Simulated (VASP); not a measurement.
# Nb (Im-3m) in VASP: relaxation of cell and atoms with PBE

Aim: the relaxation of cell and atoms of Nb with PBE.

Everything below comes from runs of VASP 6.6.1. Logs are shortened: lines on timing, memory, paths and dates and some standing lists are left out, and cuts for length are marked.

## (1) Starting point

Symmetry: Im-3m, No. 229, cubic system. The conventional cell has a = 3.300 Å, b = 3.300 Å, c = 3.300 Å, α = 90.00°, β = 90.00°, γ = 90.00°. Around Nb (site symmetry m-3m) lie 8 Nb at 2.86 Å.

## (2) Relaxation of cell and atoms, PBE

The input, INCAR:

```
SYSTEM = Nb
ALGO = Normal
EDIFF = 1E-6
EDIFFG = -0.02
ENCUT = 600
GGA = PE
IBRION = 2
ISIF = 3
ISMEAR = 1
LASPH = .TRUE.
LCHARG = .FALSE.
LREAL = .FALSE.
LWAVE = .FALSE.
NELM = 60
NSW = 40
PREC = Accurate
SIGMA = 0.1
```

The input, KPOINTS:

```
k-points
0
G
  18 18 18
  0 0 0
```

The input, POSCAR:

```
Nb
1.0
   -1.6502000000      1.6502000000      1.6502000000
    1.6502000000     -1.6502000000      1.6502000000
    1.6502000000      1.6502000000     -1.6502000000
Nb
1
Direct
    0.0000000000      0.0000000000      0.0000000000
```

Potentials or basis: VASP PAW PBE potentials, release 64 (Nb_sv).

On the command line:

```sh
$ cat potpaw_PBE.64/Nb_sv/POTCAR > POTCAR
$ mpirun -np 1 vasp_std > vasp.out
```

OUTCAR:

```text
SYSTEM = Nb
   EDIFF = 1E-6
   EDIFFG = -0.02
   ENCUT = 600
   GGA = PE
   IBRION = 2
   ISIF = 3
   ISMEAR = 1
   LASPH = .TRUE.
   LREAL = .FALSE.
   NELM = 60
   NSW = 40
   PREC = Accurate

 ion  position               nearest neighbor table
   1  0.000  0.000  0.000-

  LATTYP: Found a body centered cubic cell.
 ALAT       =     3.3004000000

  Lattice vectors:

 A1 = (  -1.6502000000,   1.6502000000,   1.6502000000)
 A2 = (   1.6502000000,  -1.6502000000,   1.6502000000)
 A3 = (   1.6502000000,   1.6502000000,  -1.6502000000)

Analysis of symmetry for initial positions (statically):
=====================================================================
 Subroutine PRICEL returns:
 Original cell was already a primitive cell.

 Routine SETGRP: Setting up the symmetry group for a
 body centered cubic supercell.

 Subroutine GETGRP returns: Found 48 space group operations
 (whereof 48 operations were pure point group operations)
 out of a pool of 48 trial point group operations.

The static configuration has the point symmetry O_h .

Analysis of symmetry for dynamics (positions and initial velocities):
=====================================================================
 Subroutine PRICEL returns:
 Original cell was already a primitive cell.

 Routine SETGRP: Setting up the symmetry group for a
 body centered cubic supercell.

 Subroutine GETGRP returns: Found 48 space group operations
 (whereof 48 operations were pure point group operations)
 out of a pool of 48 trial point group operations.

The dynamic configuration has the point symmetry O_h .

 Subroutine INISYM returns: Found 48 space group operations
 (whereof 48 operations are pure point group operations),
 and found     1 'primitive' translations

----------------------------------------------------------------------------------------

                                     Primitive cell

  volume of cell :      17.9750

  direct lattice vectors                    reciprocal lattice vectors
    -1.650200000  1.650200000  1.650200000     0.000000000  0.302993577  0.302993577
     1.650200000 -1.650200000  1.650200000     0.302993577  0.000000000  0.302993577
     1.650200000  1.650200000 -1.650200000     0.302993577  0.302993577  0.000000000

  length of vectors
     2.858230243  2.858230243  2.858230243     0.428497625  0.428497625  0.428497625

  position of ions in fractional coordinates (direct lattice)
     0.000000000  0.000000000  0.000000000

  ion indices of the primitive-cell ions
   primitive index   ion index
                 1           1

----------------------------------------------------------------------------------------

 KPOINTS: k-points

Automatic generation of k-mesh.
 Grid dimensions read from file:
 generate k-points for:   18   18   18

 Generating k-lattice:

  Cartesian coordinates                     Fractional coordinates (reciprocal lattice)
     0.000000000  0.016832976  0.016832976     0.055555556  0.000000000  0.000000000
     0.016832976  0.000000000  0.016832976     0.000000000  0.055555556  0.000000000
     0.016832976  0.016832976  0.000000000     0.000000000  0.000000000  0.055555556

  Length of vectors
     0.023805424  0.023805424  0.023805424

  Shift w.r.t. Gamma in fractional coordinates (k-lattice)
     0.000000000  0.000000000  0.000000000

 Subroutine IBZKPT returns following result:
 ===========================================

 Found    195 irreducible k-points:

 Following reciprocal coordinates:
            Coordinates               Weight
  0.000000  0.000000  0.000000      1.000000
  0.055556  0.000000  0.000000     12.000000
  0.111111  0.000000  0.000000     12.000000
  0.166667  0.000000  0.000000     12.000000
  0.222222  0.000000  0.000000     12.000000
  0.277778  0.000000  0.000000     12.000000
[... 16 lines left out ...]
  0.333333  0.111111  0.000000     48.000000
  0.388889  0.111111  0.000000     48.000000
 [... further k-points ...]
   k-points           NKPTS =    195   k-points in BZ     NKDIM =    195   number of bands    NBANDS=     10
   number of dos      NEDOS =    301   number of ions     NIONS =      1
   total plane-waves  NPLWV =  13824
   dimension x,y,z NGX =    24 NGY =   24 NGZ =   24
   dimension x,y,z NGXF=    48 NGYF=   48 NGZF=   48
   ions per type =               1
   NGX,Y,Z   is equivalent  to a cutoff of  13.96, 13.96, 13.96 a.u.
   NGXF,Y,Z  is equivalent  to a cutoff of  27.92, 27.92, 27.92 a.u.
 SYSTEM =  Nb
   PREC   = accura    normal or accurate (medium, high low for compatibility)
   ISTART =      0    job   : 0-new  1-cont  2-samecut
   ICHARG =      2    charge: 1-file 2-atom 10-const
   ISPIN  =      1    spin polarized calculation?
   LNONCOLLINEAR =      F non collinear calculations
   LSORBIT =      F    spin-orbit coupling
   LASPH  =      T    aspherical Exc in radial PAW
   ENCUT  =  600.0 eV  44.10 Ry    6.64 a.u.   5.71  5.71  5.71*2*pi/ulx,y,z
   NELM   =     60;   NELMIN=  2; NELMDL= -5     # of ELM steps
   EDIFF  = 0.1E-05   stopping-criterion for ELM
   LREAL  =      F    real-space projection
   EDIFFG = -.2E-01   stopping-criterion for IOM
   NSW    =     40    number of steps for IOM
   IBRION =      2    ionic relax: 0-MD 1-quasi-New 2-CG
   NFREE  =      1    steps in history (QN), initial steepest desc. (CG)
   ISIF   =      3    stress and relaxation
   ISYM   =      2    0-nonsym 1-usesym 2-fastsym
   POTIM  = 0.5000    time-step for ionic-motion
   TEBEG  =    0.0;   TEEND  =   0.0 temperature during run
   PSTRESS=    0.0 pullay stress
   NELECT =      13.0000    total number of electrons
   NUPDOWN=      -1.0000    fix difference up-down
   EMIN   =  10.00;   EMAX   =-10.00  energy-range for DOS
   EFERMI =   0.00;   METHOD = LEGACY
   ISMEAR =     1;   SIGMA  =   0.10  broadening in eV -4-tet -1-fermi 0-gaus
   EFERMI_NEDOS =   21; number of points for ismear=-14 and -15
   IALGO  =     38    algorithm
   IMIX   =      4    mixing-type and parameters
     AMIX     =   0.40;   BMIX     =  1.00
     AMIX_MAG =   1.60;   BMIX_MAG =  1.00
  volume/ion in A,a.u.               =      17.98       121.30
  Fermi-wavevector in a.u.,A,eV,Ry     =   1.469488  2.776930 29.380351  2.159395
  Thomas-Fermi vector in A             =   2.584859
   LORBIT       =      0    0 simple, 1 ext, 2 COOP (PROOUT), +10 PAW based schemes
   GGA     = PE    functional components
   LHFCALC =     F    Hartree Fock is set to
   AEXX    =    0.0000 exact exchange contribution
   IVDW    =     0    specifies the selected vdW correction
   LEPSILON=     F    determine dielectric tensor
   LRPA    =     F    only Hartree local field effects (RPA)
 conjugate gradient relaxation of ions
 non-spin polarized calculation
 Methfessel and Paxton  Order N= 1 SIGMA  =   0.10
  energy-cutoff  :      600.00
  volume of cell :       17.98
 maximum number of plane-waves:       611
   NGX = 11   NGY = 11   NGZ = 11

--------------------------------------- Ionic step        1  -------------------------------------------

 number of electron      13.0000000 magnetization

 Free energy of the ion-electron system (eV)
  ---------------------------------------------------
  ext. energy  EPLUGINS =         0.00000000
  ---------------------------------------------------
  free energy    TOTEN  =       -10.21489345 eV

  energy without entropy =      -10.21485577  energy(sigma->0) =      -10.21488089

------------------------ aborting loop because EDIFF is reached ----------------------------------------

  FORCE on cell =-STRESS in cart. coord.  units (eV):
  Direction    XX          YY          ZZ          XY          YZ          ZX
  --------------------------------------------------------------------------------------
  -------------------------------------------------------------------------------------
  Total        0.1463054      0.1463054      0.1463054     -0.0000000     -0.0000000      0.0000000
  in kB       13.0407083     13.0407083     13.0407083     -0.0000000     -0.0000000      0.0000000
  external PRESSURE =      13.0407083 kB  Pullay stress =       0.0000000 kB

 VOLUME and BASIS-vectors are now :
 -----------------------------------------------------------------------------
  energy-cutoff  :      600.00
  volume of cell :       17.98
      direct lattice vectors                 reciprocal lattice vectors
    -1.650200000  1.650200000  1.650200000     0.000000000  0.302993577  0.302993577
     1.650200000 -1.650200000  1.650200000     0.302993577  0.000000000  0.302993577
     1.650200000  1.650200000 -1.650200000     0.302993577  0.302993577  0.000000000
[... 36 lines left out ...]
 POSITION                                       TOTAL-FORCE (eV/Angst)
 -----------------------------------------------------------------------------------
      0.00000      0.00000      3.32369         0.000000      0.000000     -0.000000
 -----------------------------------------------------------------------------------
    total drift:                               -0.000000      0.000000      0.000000

  FREE ENERGIE OF THE ION-ELECTRON SYSTEM (eV)
  ---------------------------------------------------
  free  energy   TOTEN  =       -10.2137448977 eV

  energy  without entropy=      -10.2132590739  energy(sigma->0) =      -10.21358296

--------------------------------------- Ionic step        3  -------------------------------------------

 number of electron      13.0000000 magnetization

 Free energy of the ion-electron system (eV)
  ---------------------------------------------------
  ext. energy  EPLUGINS =         0.00000000
  ---------------------------------------------------
  free energy    TOTEN  =       -10.21545068 eV

  energy without entropy =      -10.21522960  energy(sigma->0) =      -10.21537698

 E-fermi :  11.0729     XC(G=0): -12.4716

 val. band max:       11.0571655296   @ k =   0.2778   0.0000   0.0000
 cond. band min:      11.0763809695   @ k =   0.3333   0.2222   0.0000
 fundamental gap:      0.0192154399
 Fermi energy:        11.0729287045

 k-point     1 :       0.0000    0.0000    0.0000
  band No.  band energies     occupation
      1     -43.2792      2.00000
      2     -18.5880      2.00000
      3     -18.5880      2.00000
      4     -18.5880      2.00000
      5       5.1631      2.00000
      6      11.4664     -0.00000
      7      11.4664     -0.00000
      8      11.4664     -0.00000
      9      14.3572      0.00000
     10      14.3572      0.00000

 k-point     2 :       0.0556    0.0000    0.0000
  band No.  band energies     occupation
      1     -43.2721      2.00000
      2     -18.6314      2.00000
      3     -18.6012      2.00000
      4     -18.5884      2.00000
      5       5.2905      2.00000
      6      11.3879     -0.00008
      7      11.4485     -0.00000
      8      11.5876     -0.00000
      9      14.2344      0.00000
     10      14.3573      0.00000
[... 274 lines left out ...]
 k-point    24 :       0.3889    0.1111    0.0000
  band No.  band energies     occupation
      1     -43.0393      2.00000
      2     -19.8375      2.00000
      3     -19.0466      2.00000
      4     -18.6577      2.00000
      5       7.7833      2.00000
      6       9.5896      2.00000
      7      12.1937     -0.00000
      8      14.2420      0.00000
      9      15.3135      0.00000
     10      17.7818      0.00000

 [... further k-points ...]

------------------------ aborting loop because EDIFF is reached ----------------------------------------

  FORCE on cell =-STRESS in cart. coord.  units (eV):
  Direction    XX          YY          ZZ          XY          YZ          ZX
  --------------------------------------------------------------------------------------
  -------------------------------------------------------------------------------------
  Total        0.0000925      0.0000925      0.0000925      0.0000000      0.0000000     -0.0000000
  in kB        0.0081853      0.0081853      0.0081853      0.0000000      0.0000000     -0.0000000
  external PRESSURE =       0.0081853 kB  Pullay stress =       0.0000000 kB

 VOLUME and BASIS-vectors are now :
 -----------------------------------------------------------------------------
  energy-cutoff  :      600.00
  volume of cell :       18.11
      direct lattice vectors                 reciprocal lattice vectors
    -1.654427138  1.654427138  1.654427138     0.000000000  0.302219414  0.302219414
     1.654427138 -1.654427138  1.654427138     0.302219414  0.000000000  0.302219414
     1.654427138  1.654427138 -1.654427138     0.302219414  0.302219414  0.000000000

 POSITION                                       TOTAL-FORCE (eV/Angst)
 -----------------------------------------------------------------------------------
      0.00000      0.00000      0.00000         0.000000      0.000000      0.000000
 -----------------------------------------------------------------------------------
    total drift:                               -0.000000      0.000000      0.000000

  FREE ENERGIE OF THE ION-ELECTRON SYSTEM (eV)
  ---------------------------------------------------
  free  energy   TOTEN  =       -10.2154506762 eV

  energy  without entropy=      -10.2152295976  energy(sigma->0) =      -10.21537698

 reached required accuracy - stopping structural energy minimisation
```

It took 1.7 min on 1 thread of AMD EPYC 7R43 (Zen 3), shared host; peak memory 0.15 GiB.

What came out:

```yaml
Free_energy: -10.2155 eV
Relaxed_volume: 18.11 Å³/atom
Relaxed_cell: a = 2.866 Å, b = 2.866 Å, c = 2.866 Å, α = 109.47°, β = 109.47°, γ = 109.47°
Space_group_after_relaxing_to_0.05_Å: Im-3m (No. 229)
Energy_gained_by_relaxing: 0.6 meV/atom
Ionic_steps: 3
Pressure_after_relaxing: 0.0 GPa
Band_gap_on_the_k_mesh: none (metal or under the smearing width)
```

The path:
```csv
step,energy change (eV),largest force (eV/Å),pressure (GPa),volume (Å³)
1,0.0000,0.0000,1.30,17.98
2,0.0011,0.0000,-2.20,18.36
3,-0.0006,0.0000,0.00,18.11
```

Final structure:
```yaml
crystal:
  lattice:
    - [-1.65443, 1.65443, 1.65443]
    - [1.65443, -1.65443, 1.65443]
    - [1.65443, 1.65443, -1.65443]
  atoms:
    - { symbol: Nb, position: [0.00000, 0.00000, 0.00000] }
```
